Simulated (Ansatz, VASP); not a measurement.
KI: VASP beside Ansatz

POSCAR

```
KI
1.0
    0.0000000000      4.0051632266      4.0051632266
    4.0051632266      0.0000000000      4.0051632266
    4.0051632266      4.0051632266      0.0000000000
K I
1 1
Direct
    0.0000000000      0.0000000000      0.0000000000
    0.2500000000      0.2500000000      0.2500000000
```

Contents of INCAR.step1:

```
  ALGO = Normal
  EDIFF = 1E-4
  ENCUT = 520
  GGA = PE
  ISMEAR = 0
  LASPH = True
  LCHARG = False
  LREAL = False
  LWAVE = True
  NBANDS = 15
  NELM = 80
  PREC = Accurate
  SIGMA = 0.01
```

File INCAR.step2:

```
  ALGO = Normal
  EDIFF = 1E-6
  ENCUT = 520
  ISIF = 2
  ISMEAR = 0
  ISTART = 1
  LASPH = True
  LCHARG = False
  LMIXTAU = True
  LREAL = False
  LWAVE = False
  METAGGA = R2SCAN
  NBANDS = 15
  NELM = 80
  PREC = Accurate
  SIGMA = 0.01
```

Contents of KPOINTS:

```
k-points
0
Gamma
  6 6 6
```

Input for Ansatz:

```yaml
crystal:
  lattice:
    - [0.0, 4.0051632266, 4.0051632266]
    - [4.0051632266, 0.0, 4.0051632266]
    - [4.0051632266, 4.0051632266, 0.0]
  atoms:
    - { symbol: K, position: [0.0, 0.0, 0.0] }
    - { symbol: I, position: [0.25, 0.25, 0.25] }
kpoints:
  mp_grid: { grid: [6, 6, 6] }
hamiltonian:
  xc: r2scan
scf:
  occupations: { method: fixed }
  n_extra_bands: 4
output:
  forces: true
  stress: true
  eigenvalues: true
```

Alike in both runs: task single point; functional r2SCAN; k mesh 6 × 6 × 6; no spin polarisation.

|  | VASP | Ansatz |
| --- | --- | --- |
| version | VASP 6.6.1 | Ansatz 0.2.0 |
| potentials or method | VASP PAW PBE potentials, release 64 (K_sv, I) | plane waves, PAW |
| plane-wave cutoff (eV) | 520 | 500 |
| occupations | gaussian, width 0.01 eV | fixed |
| valence electrons in the cell | 16 | 26 |

```csv
,VASP,Ansatz,Ansatz less VASP
gap on the k mesh at the Fermi level (eV),4.43,4.43,+0.004
pressure (GPa),-0.2,-0.2,+0.01
```

The two sets of potentials don't hold the same shells in valence.

Caveats: the PAW data sets were made with another functional, which shifts forces and pressure a little (VASP); spin-orbit coupling is left out, which moves the levels of the heavy elements. A k mesh can miss the band edges. r2SCAN opens gaps a little over a GGA but as a rule still falls short of measured ones.
